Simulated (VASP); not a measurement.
Here is a VASP 6.6.1 calculation.

File INCAR:

```
PREC = Accurate ; ENCUT = 600
EDIFF = 1E-7 ; ISMEAR = 0
SIGMA = 0.03 ; LREAL = False
LASPH = True ; NELM = 80
ALGO = Normal ; ISIF = 3
LWAVE = False ; LCHARG = False
GGA = PE ; IBRION = 2
NSW = 90 ; EDIFFG = -0.005
```

KPOINTS

```
Automatic mesh
0
Gamma
  8 8 8
```

Contents of POSCAR:

```
BaO                                     
1.0
   -0.0000000000      2.8066565104      2.8066565104
    2.8066565104      0.0000000000      2.8066565104
    2.8066565104      2.8066565104      0.0000000000
  Ba              O             
     1     1
Direct
     0.0000000000000000    0.0000000000000000    0.0000000000000000
     0.5000000000000000    0.5000000000000000    0.5000000000000000
```

Potentials or basis: VASP PAW PBE potentials, release 64 (Ba_sv, O).

Run with:

```bash
$ cat potpaw_PBE.64/Ba_sv/POTCAR potpaw_PBE.64/O/POTCAR > POTCAR
$ mpirun -np 1 vasp_std > vasp.out
```

Q: Estimate the band gap on the k mesh.

A: 2.10 eV, direct.

Final structure:
```
Ba O
1.0
     0.00000    2.80666    2.80666
     2.80666    0.00000    2.80666
     2.80666    2.80666    0.00000
Ba O
1 1
Direct
  0.00000 0.00000 0.00000
  0.50000 0.50000 0.50000
```

Caveat: the relaxation stopped at its first step, so nothing moved; spin-orbit coupling is left out, which moves the levels of the heavy elements. A k mesh can miss the band edges.
